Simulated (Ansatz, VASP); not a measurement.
W: VASP beside Ansatz

Contents of INCAR:

```
PREC = Accurate ; ENCUT = 520
EDIFF = 1E-7 ; ISMEAR = -1
SIGMA = 0.05 ; LREAL = False
LASPH = True ; NELM = 80
ALGO = Normal ; ISIF = 2
LWAVE = False ; LCHARG = False
GGA = PE ; NBANDS = 13
```

KPOINTS

```
Automatic mesh
0
Gamma
  11 11 11
```

File POSCAR:

```
W
1.0
    0.0000000000      2.0698140295      2.0698140295
    2.0698140295      0.0000000000      2.0698140295
    2.0698140295      2.0698140295      0.0000000000
W
1
Direct
    0.0000000000      0.0000000000      0.0000000000
```

input.yaml

```yaml
crystal:
  lattice:
    - [0.0, 2.0698140295, 2.0698140295]
    - [2.0698140295, 0.0, 2.0698140295]
    - [2.0698140295, 2.0698140295, 0.0]
  atoms:
    - { symbol: W, position: [0.0, 0.0, 0.0] }
hamiltonian:
  xc: pbe
  pseudopotentials: { kind: paw, azcp: { folder: soft_1 } }
kpoints:
  mp_grid: { grid: [11, 11, 11] }
scf:
  occupations: { method: fermi_dirac, width: 0.05 }
output:
  forces: true
  stress: true
  eigenvalues: true
  write_density: true
  write_potential: true
  elf: true
  volumetric_format: npy
```

This isn't the form of W at room conditions, which is bcc.

Alike in both runs: task single point; functional PBE; k mesh 11 × 11 × 11; occupations fermi-dirac, width 0.05 eV; no spin polarisation.

|  | VASP | Ansatz |
| --- | --- | --- |
| version | VASP 6.6.1 | Ansatz 0.2.0 |
| potentials or method | VASP PAW PBE potentials, release 64 (W_sv) | Ansatz PAW soft_1 |
| plane-wave cutoff (eV) | 520 | 420 |
| valence electrons in the cell | 14 | 14 |

VASP gave:

| Property | Result |
| --- | --- |
| gap on the k mesh at the Fermi level (eV) | none |
| pressure (GPa) | -18.4 |

Q: What did Ansatz give for the same quantities?

A: gap on the k mesh at the Fermi level (eV): none; pressure (GPa): -18.6.

A gap of «none» marks a metal or a gap that the smearing closes.

Caveats: so large a pressure means that the cell lies far from this level's equilibrium, or that cutoff or potentials fall short (VASP). The runs have no spin-orbit coupling, so splittings on W are missing.
